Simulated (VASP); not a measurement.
Input of a VASP 6.6.1 run:

Contents of INCAR:

```
SYSTEM = SnSe
PREC = Accurate
ENCUT = 600
EDIFF = 1E-6
ISMEAR = -1
SIGMA = 0.05
LREAL = .False.
LASPH = .True.
NELM = 100
ALGO = Normal
ISIF = 3
LWAVE = .False.
LCHARG = .False.
GGA = RE
IVDW = 13
IBRION = 2
NSW = 80
EDIFFG = -0.005
```

File KPOINTS:

```
Automatic mesh
0
Gamma
  8 8 8
  0 0 0
```

File POSCAR:

```
SnSe
1.0
    0.0000000000      3.0100000000      3.0100000000
    3.0100000000      0.0000000000      3.0100000000
    3.0100000000      3.0100000000      0.0000000000
Sn Se
1 1
Direct
    0.0000000000      0.0000000000      0.0000000000
    0.5000000000      0.5000000000      0.5000000000
```

Potentials or basis: VASP PAW PBE potentials, release 64 (Sn_d, Se).

Launch:

```console
$ cat potpaw_PBE.64/Sn_d/POTCAR potpaw_PBE.64/Se/POTCAR > POTCAR
$ mpirun -np 1 vasp_std > vasp.out
```

Problem. Predict the relaxed cell.

Solution. a = 4.211 Å, b = 4.211 Å, c = 4.211 Å, α = 60.00°, β = 60.00°, γ = 60.00°.

Problem. Predict the relaxed volume.

Solution. 26.41 Å³/atom.

Problem. Estimate the space group after relaxing (to 0.05 Å).

Solution. Fm-3m (No. 225).

Problem. What does it give for the band gap on the k mesh?

Solution. 0.70 eV, direct.

The path:
| step | energy change (eV) | largest force (eV/Å) | pressure (GPa) | volume (Å³) |
| --- | --- | --- | --- | --- |
| 1 | 0.0000 | 0.0000 | -1.45 | 54.54 |
| 2 | -0.0082 | 0.0000 | 0.21 | 52.61 |
| 3 | -0.0083 | 0.0000 | 0.03 | 52.82 |

Caveat: the PAW data sets were made with another functional, which shifts forces and pressure a little; spin-orbit coupling is left out, which moves the levels of the heavy elements. A k mesh can miss the band edges.
